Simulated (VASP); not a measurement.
Crystal: Au.

```
Au
1.0
     2.74841    0.00000    0.00000
     0.00000    2.74841    0.00000
     0.00000    0.00000    2.74841
Au
1
Cartesian
  1.3742 1.3742 1.3742
```

The cell was built by a generator and needn't be a form met in nature.

Base run:

```yaml
Program: VASP 6.6.1
Functional: revPBE
Potentials_or_basis: VASP PAW PBE potentials, release 64 (Au)
Cutoff: 520 eV
k_mesh: 10 × 10 × 10
Occupations: fermi-dirac, width 0.05 eV
Spin: no spin polarisation
```

Its results: pressure 2.4 GPa.

Task: The run is repeated on the same cell with these changes: functional from revPBE to AM05. What comes out?

Result: Pressure -6.2 GPa.

AM05 binds more tightly than revPBE, so the same cell stands under less pressure.

Caveats: the PAW data sets were made with another functional, which shifts forces and pressure a little.
